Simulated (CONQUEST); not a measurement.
# Ge in CONQUEST: convergence with smearing width

The system is Ge.

```xyz
4
Lattice="2.7948 0.0000 0.0000 0.0000 5.1490 0.0000 0.0000 0.0000 5.1490" Properties=species:S:1:pos:R:3 pbc="T T T"
Ge    0.0025    2.5889    2.5733
Ge    1.4000    0.0144    5.1478
Ge    0.6918    2.5849    0.0042
Ge    2.0893    0.0104    2.5787
```

This isn't the form of Ge at room conditions, which is diamond.

The cell isn't the ideal one: atoms moved at random.

| Item | Value |
| --- | --- |
| Program | CONQUEST 1.3 |
| Task | convergence study |
| Functional | LDA |
| Potentials or basis | PseudoDojo NC LDA, SZP, grid cutoff 120 Ha |
| k mesh | 9 × 5 × 5 |
| Occupations | fermi-dirac, width 0.4 eV |
| Spin | no spin polarisation |

These are the settings of the first run; the series varies smearing width, with any setting tied to it.

Hardware: 1 thread of Intel(R) Xeon(R) CPU @ 2.60GHz (Ice Lake) (shared host).

| smearing width | energy less the tightest run, at zero smearing (meV/atom) | pressure (GPa) | largest force (eV/Å) | SCF cycles | CPU time (s) | peak memory (GiB) |
| --- | --- | --- | --- | --- | --- | --- |
| 0.4 eV | 3.86 | 2.98 | 0.039 | 5 | 30 | 0.54 |
| 0.3 eV | 1.99 | 2.46 | 0.040 | 5 | 30 | 0.54 |
| 0.2 eV | -0.03 | 2.10 | 0.040 | 5 | 30 | 0.54 |
| 0.1 eV | -0.80 | 1.89 | 0.040 | 5 | 32 | 0.54 |
| 0.05 eV | -0.48 | 1.81 | 0.041 | 5 | 30 | 0.54 |
| 0.025 eV | -0.18 | 1.77 | 0.040 | 5 | 30 | 0.54 |
| 0.01 eV | -0.03 | 1.73 | 0.037 | 5 | 33 | 0.54 |
| 0.005 eV | 0.00 | 1.71 | 0.035 | 5 | 30 | 0.54 |

Against the tightest run, the energy stays within 1 meV/atom from 0.2 eV on; the pressure stays within 0.1 GPa from 0.025 eV on; the largest force stays within 0.005 eV/Å from 0.01 eV on. Narrower smearing needs a denser k mesh, so at a fixed mesh the narrowest width isn't the most accurate. The tightest run that finished is the yardstick and may itself not be fully converged.

Caveat, for the tightest run too: the atomic basis is small; the basis of atomic orbitals isn't converged, which shifts pressures, moduli and gaps.
